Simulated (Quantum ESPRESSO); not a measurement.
The system is CuO.

```
CELL_PARAMETERS angstrom
2.34465 -1.71340 0.00000
2.34465 1.71340 0.00000
-0.86055 0.00000 5.05944
ATOMIC_POSITIONS crystal
Cu 0.00320 0.49680 0.00000
Cu 0.49680 0.00320 0.50000
O 0.57140 0.40560 0.25370
O 0.40560 0.57140 0.75370
```

Below is the output of Quantum ESPRESSO 7.5 for this cell. Logs are shortened: lines on timing, memory, paths and dates and some standing lists are left out, and cuts for length are marked.

```text
This program is part of the open-source Quantum ESPRESSO suite
     for quantum simulation of materials; please cite
[... 6 lines left out ...]
     using ibrav=0 with symmetry is DISCOURAGED, use correct ibrav instead

     Subspace diagonalization in iterative solution of the eigenvalue problem:
     a serial algorithm will be used

     --------------------
     sticks:   dense  smooth     PW     G-vecs:    dense   smooth      PW
     Min         402     402    114                15301    15301    2383
     Max         403     403    115                15304    15304    2384
     Sum         805     805    229                30605    30605    4767

     Using Slab Decomposition

     bravais-lattice index     =            0
     lattice parameter (alat)  =       5.4877  a.u.
     unit-cell volume          =     274.3252 (a.u.)^3
     number of atoms/cell      =            4
     number of atomic types    =            2
     number of electrons       =        50.00
     number of Kohn-Sham states=           34
     kinetic-energy cutoff     =      88.0000  Ry
     charge density cutoff     =     352.0000  Ry
     scf convergence threshold =      8.0E-10
     mixing beta               =       0.5000
     number of iterations used =            8  plain     mixing
     Exchange-correlation= PBE
                           (   1   4   3   4   0   0   0)

     celldm(1)=   5.487734  celldm(2)=   0.000000  celldm(3)=   0.000000
     celldm(4)=   0.000000  celldm(5)=   0.000000  celldm(6)=   0.000000

     crystal axes: (cart. coord. in units of alat)
               a(1) = (   0.807391  -0.590017   0.000000 )
               a(2) = (   0.807391   0.590017   0.000000 )
               a(3) = (  -0.296334   0.000000   1.742241 )

     reciprocal axes: (cart. coord. in units 2 pi/alat)
               b(1) = (  0.619279 -0.847433  0.105332 )
               b(2) = (  0.619279  0.847433  0.105332 )
               b(3) = ( -0.000000  0.000000  0.573973 )

     PseudoPot. # 1 for Cu read from file:
     Cu_ONCV_PBE-1.2.upf
     Pseudo is Norm-conserving, Zval = 19.0
     Generated using ONCVPSP code by D. R. Hamann
     Using radial grid of  602 points,  6 beta functions with:
                l(1) =   0
                l(2) =   0
                l(3) =   1
                l(4) =   1
                l(5) =   2
                l(6) =   2

[... 134 lines left out ...]
    28.6120  29.6974

          k = 0.2064 0.2825-0.2519 (  3818 PWs)   bands (ev):

   -99.9013 -99.9011 -57.4678 -57.4584 -57.4290 -57.4281 -56.9841 -56.9768
    -6.3855  -6.2012   5.7692   6.2703   7.1336   7.2761   7.7588   9.0148
     9.7694  10.0499  10.3485  10.4005  10.5932  10.6975  11.0579  11.1106
    11.9591  13.1625  17.7666  18.5424  21.9920  22.0608  25.0628  26.3976
    28.3906  29.5352

          k = 0.4129-0.0000 0.0702 (  3824 PWs)   bands (ev):

   -99.9009 -99.9005 -57.4688 -57.4657 -57.4320 -57.4255 -56.9840 -56.9819
    -6.3731  -5.7525   5.9771   6.0461   7.1376   7.2688   7.3963   8.7694
     9.8549  10.1914  10.3406  10.3888  10.6729  10.7130  10.8877  11.3569
    11.8645  13.2912  16.8300  19.2275  21.8396  22.3535  24.4519  26.8022
    27.1776  27.9204

          k = 0.4129-0.0000-0.2168 (  3845 PWs)   bands (ev):

   -99.9008 -99.9006 -57.4681 -57.4664 -57.4290 -57.4285 -56.9835 -56.9824
    -6.1430  -6.0080   6.0104   6.1989   7.0010   7.4121   7.8739   8.1917
     9.8858  10.1465  10.2448  10.4279  10.7739  10.9354  11.0248  11.0648
    11.8585  12.5460  18.0329  18.1376  21.9399  23.1819  25.3621  26.5847
    27.0656  28.6304

          k =-0.0000-0.5650-0.0000 (  3802 PWs)   bands (ev):

   -99.9007 -99.9006 -57.4690 -57.4659 -57.4299 -57.4275 -56.9844 -56.9824
    -6.2363  -5.6915   5.9783   6.1936   6.4238   7.0479   7.5042   8.2172
    10.1601  10.2652  10.3730  10.4670  10.6542  10.8817  11.0365  11.2962
    11.4679  13.3657  18.3426  19.2273  20.9883  22.3304  22.6854  25.9537
    26.1182  28.9412

          k =-0.0000-0.5650-0.2870 (  3828 PWs)   bands (ev):

   -99.9007 -99.9007 -57.4676 -57.4676 -57.4287 -57.4287 -56.9834 -56.9834
    -5.9752  -5.9752   6.3970   6.3970   6.5838   6.5838   7.6582   7.6582
    10.1903  10.1903  10.3603  10.3603  10.8601  10.8601  11.1768  11.1768
    12.2862  12.2862  18.6231  18.6231  21.8526  21.8526  24.8487  24.8487
    27.4814  27.4814

     the Fermi energy is    12.5708 ev

!    total energy              =    -794.18120984 Ry
     estimated scf accuracy    <          7.8E-10 Ry
     smearing contrib. (-TS)   =      -0.00165048 Ry
     internal energy E=F+TS    =    -794.17955935 Ry

     The total energy is F=E-TS. E is the sum of the following terms:
     one-electron contribution =    -475.61410806 Ry
     hartree contribution      =     261.72675581 Ry
     xc contribution           =     -83.67388584 Ry
     ewald contribution        =    -496.61832127 Ry

     convergence has been achieved in   9 iterations

     Forces acting on atoms (cartesian axes, Ry/au):

     atom    1 type  1   force =    -0.02608019    0.01502869    0.00843329
     atom    2 type  1   force =    -0.02608019   -0.01502869    0.00843329
     atom    3 type  2   force =     0.02608019    0.01658759   -0.00843329
     atom    4 type  2   force =     0.02608019   -0.01658759   -0.00843329

     Total force =     0.063302     Total SCF correction =     0.000034

     Computing stress (Cartesian axis) and pressure

          total   stress  (Ry/bohr**3)                   (kbar)     P=       55.90
   0.00037509  -0.00000000  -0.00005134           55.18       -0.00       -7.55
   0.00000000   0.00051059  -0.00000000            0.00       75.11       -0.00
  -0.00005134  -0.00000000   0.00025433           -7.55       -0.00       37.41

=------------------------------------------------------------------------------=
   JOB DONE.
=------------------------------------------------------------------------------=
```

Q: What input gives this log?

A: Single point with PBE, no spin polarisation. The files as run (others can give the same):

pw.in
```
&CONTROL
  calculation = 'scf'
  prefix = 'pwscf'
  outdir = './tmp'
  pseudo_dir = './pseudo'
  tprnfor = .true.
  tstress = .true.
  disk_io = 'nowf'
/
&SYSTEM
  ibrav = 0
  nat = 4
  ntyp = 2
  ecutwfc = 88
  nbnd = 34
  occupations = 'smearing'
  smearing = 'fd'
  degauss = 0.00367493
/
&ELECTRONS
  conv_thr = 8d-10
  electron_maxstep = 120
  mixing_beta = 0.5
/
ATOMIC_SPECIES
Cu    63.5460 Cu_ONCV_PBE-1.2.upf
O     15.9990 O_ONCV_PBE-1.2.upf
CELL_PARAMETERS angstrom
   2.3446497600   -1.7133998200    0.0000000000
   2.3446497600    1.7133998200    0.0000000000
  -0.8605499100    0.0000000000    5.0594394800
ATOMIC_POSITIONS crystal
Cu     0.0032000000    0.4968000000    0.0000000000
Cu     0.4968000000    0.0032000000    0.5000000000
O      0.5714000000    0.4056000000    0.2537000000
O      0.4056000000    0.5714000000    0.7537000000
K_POINTS automatic
3 3 2 0 0 0
```

Potentials or basis: SG15 PBE 1.2.
Launch:
```console
$ OMP_NUM_THREADS=1 mpirun -n 2 pw.x -in pw.in > pw.out
```

Caveat: the k mesh is coarse (spacing up to 0.76 Å⁻¹), so the values aren't converged; the run has no spin polarisation, though such a crystal can be magnetic; semilocal functionals often make such compounds metallic where correlation or magnetic order opens a gap, which also shifts bond lengths.
